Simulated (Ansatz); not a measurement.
The system is GaN.

```xyz
2
Lattice="0.0000 2.1352 2.1352 2.1352 0.0000 2.1352 2.1352 2.1352 0.0000" Properties=species:S:1:pos:R:3 pbc="T T T"
Ga    0.0000    0.0000    0.0000
N     2.1352    2.1352    2.1352
```

Measurements of this composition are mostly on another form, of space group No. 186.

Base run:

| Item | Value |
| --- | --- |
| Program | Ansatz 0.2.0 |
| Functional | HSE06 |
| Potentials or basis | all-electron PAW datasets made for the crystal |
| Cutoff | 430 eV (chosen from the basis error) |
| k mesh | 8 × 8 × 8 |
| Occupations | fermi-dirac, width 0.05 eV |
| Spin | no spin polarisation |

Its results: band gap on the k mesh 1.67 eV, indirect (least direct gap 3.64 eV); pressure -9.8 GPa.

Q: The run is repeated on the same cell with these changes: functional from HSE06 to PBE; cutoff from 430 eV (chosen from the basis error) to 380 eV (chosen from the basis error). What comes out?

A: Band gap on the k mesh 0.43 eV, indirect (least direct gap 2.38 eV); pressure -0.3 GPa.

HSE06 gives the wider gap, since exact exchange removes part of the self-interaction.

A k mesh can miss the band edges.
